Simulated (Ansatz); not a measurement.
# BaS: the cost of one run

Method: DFT LDA, scalar-relativistic, in Ansatz 0.2.0.

2 further runs of the same task are left out: 2 set aside as unsound or not needed.

### Step 1. The structure to begin with

The structure is cubic, space group Fm-3m (No. 225). Conventional cell: a = 6.388 Å, b = 6.388 Å, c = 6.388 Å, α = 90.00°, β = 90.00°, γ = 90.00°. Ba (site symmetry m-3m) is surrounded by 6 S at 3.19 Å. Around S (site symmetry m-3m) lie 6 Ba at 3.19 Å.

Coordinates:

```xyz
2
Lattice="0.0000 3.1938 3.1937 3.1938 0.0000 3.1937 3.1938 3.1938 0.0000" Properties=species:S:1:pos:R:3 pbc="T T T"
Ba    0.0000    0.0000    0.0000
S     3.1938    3.1938    3.1937
```

Atoms are numbered in the order of the input: Ba1, S2.

### Step 2. After the deformation

Space group Fm-3m before, I4/mmm after.

### Step 3. LAPW, all electrons

Contents of input.yaml:

```yaml
crystal:
  lattice:
    - [0.0, 3.19375, 3.2256875]
    - [3.19375, 0.0, 3.2256875]
    - [3.19375, 3.19375, 0.0]
  atoms:
    - { symbol: Ba, position: [0.0, 0.0, 0.0] }
    - { symbol: S, position: [0.5, 0.5, 0.5] }
kpoints:
  mp_grid: { grid: [7, 7, 7] }
  band_path:
    path:
      - [0.0, 0.0, 0.0]
      - [0.0, 0.5, 0.5]
      - [0.25, 0.75, 0.5]
      - [0.0, 0.5, 0.0]
      - [0.0, 0.0, 0.0]
      - [0.5, 0.5, 0.0]
      - [0.3725370062, 0.6274629938, 0.0]
      - [-0.3725370062, 0.3725370062, 0.0]
      - [0.0, 0.0, 0.0]
    npoints: 5
scf:
  occupations: { method: fermi_dirac, width: 0.01 }
hamiltonian:
  xc: lda
  pseudopotentials: { kind: all_electron, lapw: { basis_error: 0.00025 } }
output:
  forces: true
  stress: true
  eigenvalues: true
```

Run with:

```
> ansatz run input.yaml --threads 1 --pin off --max-ram 3072MiB --backend cpu --events-out ev --progress --plain --runs-dir out
```

**Question.** How long does this run take on 1 thread of AMD EPYC 9R45 (Zen 5), shared host, and how much memory does it need?

About 5.9 s, with a peak of 0.33 GiB.
